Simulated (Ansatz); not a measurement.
This script makes a table of relaxed lattice constants and trends of a series on the perovskite structure: TiHgO3, TiHgS3, TiHgSe3, TiHgTe3 with Ansatz's Python interface.

Script `series.py`:
```python
"""A chemical series on the perovskite structure: relaxed cells and their trends."""

from dataclasses import dataclass
import warnings

import ansatz as az
import numpy as np


@dataclass(frozen=True)
class Options:
    functional: str = "PBEsol"
    cutoff: int = 500
    k_spacing: float = 0.3
    occupations: str = "fermi_dirac"
    sigma: float = 0.02


opts = Options()


def perovskite(a_site, b_site, x_site, a):
    return (
        az.Lattice.cubic(a)
        .space_group(221)
        .atom(a_site, (0, 0, 0))
        .atom(b_site, (0.5, 0.5, 0.5))
        .atom(x_site, (0.5, 0.5, 0))
    )


def run_phase(name, crystal, relax=True):
    calc = (
        crystal.calculation()
        .functional(opts.functional)
        .basis(opts.cutoff)
        .kpoints(spacing=opts.k_spacing)
        .occupations(opts.occupations, width=opts.sigma)
        .stress()
        .band_table()
    )
    if relax:
        calc = calc.relax(force_tolerance=0.02, max_steps=40, cell=True)
    return calc.run(threads=1, backend="cpu")

def bulk_modulus(name, outcome, step=0.02):
    # B = -V dP/dV from the pressures of two uniformly scaled cells, atoms held at their fractions
    pressure = []
    for factor in (1 - step, 1.0, 1 + step):
        cell = az.Crystal(lattice=az.Lattice.of(outcome.lattice.cell_ang * factor ** (1 / 3)))
        for site in outcome.report["lattice"]["sites"]:
            cell = cell.atom(site["symbol"], site["position_frac"])
        pressure.append(np.trace(run_phase(name, cell, relax=False).report["stress_gpa"]) / 3)
    slope, bend = (pressure[0] - pressure[2]) / (2 * step), abs(pressure[0] + pressure[2] - 2 * pressure[1])
    # a jump of mesh or basis between the cells shows as a kink: no modulus then
    return float(slope) if bend < 12 * step**2 * abs(slope) + 0.15 and abs(pressure[1]) < 1.5 else float("nan")

def relaxed_twice(name, crystal):
    # the second pass draws mesh and plane waves anew for the relaxed cell
    first = run_phase(name, crystal)
    again = az.Crystal(lattice=az.Lattice.of(first.lattice.cell_ang))
    for site in first.report["lattice"]["sites"]:
        again = again.atom(site["symbol"], site["position_frac"])
    return run_phase(name, again)


def volume_per_atom(outcome):
    return abs(np.linalg.det(outcome.lattice.cell_ang)) / len(outcome.lattice.sites)


def gap_ev(outcome):
    # nan where the run reports no band edges: a metal, overlapping bands, or a gap that is small against the smearing
    edges = outcome.report.get("band_edges_ev")
    return edges[1] - edges[0] if edges else float("nan")


def main() -> None:
    # rough a for each member; the cell is relaxed
    warnings.simplefilter("ignore")

    phases = {}
    phases["TiHgO3"] = perovskite("Ti", "Hg", "O", 3.92)
    phases["TiHgS3"] = perovskite("Ti", "Hg", "S", 4.29)
    phases["TiHgSe3"] = perovskite("Ti", "Hg", "Se", 4.42)
    phases["TiHgTe3"] = perovskite("Ti", "Hg", "Te", 4.58)

    done = {}
    for name, crystal in phases.items():
        done[name] = relaxed_twice(name, crystal)
        print(f"{name}: {done[name].report['energy_sigma0_ev']:.4f} eV, {len(done[name].lattice.sites)} atoms")

    rows = [(name, float(np.linalg.norm(o.lattice.cell_ang[0])), volume_per_atom(o), gap_ev(o), bulk_modulus(name, o)) for name, o in done.items()]
    print("  compound       a (A)  V (A^3/atom)  gap on mesh (eV)     B (GPa)")
    for row in rows:
        print(f"{str(row[0]):>10}  {row[1]:10.3f}  {row[2]:12.3f}  {row[3]:16.2f}  {row[4]:10.0f}")


if __name__ == "__main__":
    main()
```

Rank the compounds by their relaxed volume per atom.

From smallest to largest: TiHgO3 (13.64 Å³), TiHgS3 (22.39 Å³), TiHgSe3 (25.91 Å³) and TiHgTe3 (32.10 Å³). The largest is 135 % above the smallest.

What the script printed:

```console
$ python series.py
TiHgO3: -17816.4545 eV, 5 atoms
TiHgS3: -18792.9144 eV, 5 atoms
TiHgSe3: -32410.7440 eV, 5 atoms
TiHgTe3: -36841.6573 eV, 5 atoms
  compound       a (A)  V (A^3/atom)  gap on mesh (eV)     B (GPa)
    TiHgO3       4.085        13.637               nan         137
    TiHgS3       4.820        22.392               nan          72
   TiHgSe3       5.060        25.906               nan          63
   TiHgTe3       5.435        32.100               nan          47
```

Notes:
- Total energies depend on the potentials; only differences at equal settings carry meaning.
- No spin polarisation was allowed.
- For the metals among these phases the mesh is modest: differences between phases can be off by up to 40 meV an atom.
- The bulk modulus is taken at fixed shape and positions, an upper value where these are free.
- Pressure is positive in compression.
- Gaps and levels are Kohn-Sham values on a finite set of k-points, without spin-orbit coupling.
- The cells are built on a prototype by substitution; a member may or may not take this structure in nature.
- Finished in 3.4 min on 1 thread of Arm Neoverse V2, on a shared host, peak memory 0.6 GiB.
